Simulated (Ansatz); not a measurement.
The system is GaSb.

```xyz
2
Lattice="0.0000 3.0590 3.0590 3.0590 0.0000 3.0590 3.0590 3.0590 0.0000" Properties=species:S:1:pos:R:3 pbc="T T T"
Sb    4.5885    4.5885    4.5885
Ga    0.0000    0.0000    0.0000
```

Program: Ansatz 0.2.0. Alike in all runs: task band structure; potentials or basis Ansatz PAW; no spin polarisation; cell as given; k mesh 8 × 8 × 8; cutoff (eV) 420; smearing fermi-dirac 0.05 eV.

Problem. Order these runs on this cell by their pressure, lowest first.
A. level revPBE
B. level LDA
C. level PBEsol
D. level exchange-only PBE
E. level BLYP

Solution. B (-1.7 GPa), C (-0.2 GPa), A (3.5 GPa), E (5.3 GPa), D (10.3 GPa).

Caveats: the PAW data sets come from PBE, with cores solved anew for the run's functional, which leaves a small shift of forces and pressure; the potentials were made for another functional, which shifts forces and pressure (some runs).

Not every run made on this cell is shown here.
